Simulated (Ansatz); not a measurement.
# BaTe: the cost of one run

Method: DFT PBEsol, scalar-relativistic, in Ansatz 0.2.0.

2 further runs of the same task are left out: 2 set aside as unsound or not needed.

**1. The structure to begin with**

The structure is cubic, space group Fm-3m (No. 225). The conventional cell has a = 6.820 Å, b = 6.820 Å, c = 6.820 Å, α = 90.00°, β = 90.00°, γ = 90.00°. Around Ba (site symmetry m-3m) lie 6 Te at 3.41 Å. Te (site symmetry m-3m) has 6 Ba at 3.41 Å as nearest neighbours.

Structure file:

```cif
data_structure
_symmetry_space_group_name_H-M 'Fm-3m'
_symmetry_Int_Tables_number 225
_cell_length_a 6.8200
_cell_length_b 6.8200
_cell_length_c 6.8200
_cell_angle_alpha 90.000
_cell_angle_beta 90.000
_cell_angle_gamma 90.000
_cell_volume 317.21
loop_
_atom_site_label
_atom_site_type_symbol
_atom_site_symmetry_multiplicity
_atom_site_Wyckoff_symbol
_atom_site_fract_x
_atom_site_fract_y
_atom_site_fract_z
_atom_site_occupancy
Ba1 Ba 4 a 0.00000 0.00000 0.00000 1
Te1 Te 4 b 0.50000 0.00000 0.00000 1
```

The file gives the conventional cell by its symmetry; the runs use the cell typed in the input.

Atoms are numbered in the order of the input: Ba1, Te2.

**2. The deformed structure**

Space group Fm-3m before, I4/mmm after.

**3. Full-potential LAPW**

The input, input.yaml:

```yaml
crystal:
  lattice:
    - [0.0, 3.41, 3.3759]
    - [3.41, 0.0, 3.3759]
    - [3.41, 3.41, 0.0]
  atoms:
    - { symbol: Ba, position: [0.0, 0.0, 0.0] }
    - { symbol: Te, position: [0.5, 0.5, 0.5] }
kpoints:
  mp_grid: { grid: [10, 10, 10] }
  band_path:
    path:
      - [0.0, 0.0, 0.0]
      - [0.0, 0.5, 0.5]
      - [0.25, 0.75, 0.5]
      - [0.0, 0.5, 0.0]
      - [0.0, 0.0, 0.0]
      - [0.5, 0.5, 0.0]
      - [0.3775380063, 0.6224619937, 0.0]
      - [-0.3775380063, 0.3775380063, 0.0]
      - [0.0, 0.0, 0.0]
    npoints: 5
scf:
  occupations: { method: fermi_dirac, width: 0.05 }
hamiltonian:
  xc: pbesol
  pseudopotentials: { kind: all_electron, lapw: { basis_error: 0.00025 } }
output:
  forces: true
  stress: true
  eigenvalues: true
```

Run with:

```console
$ ansatz run input.yaml --threads 1 --pin off --max-ram 3072MiB --backend cpu --events-out ev --progress --plain --runs-dir out
```

What time and memory should one allow on 1 thread of Intel Xeon Platinum 8488C (Sapphire Rapids), shared host?

About 22 s, with a peak of 0.56 GiB.
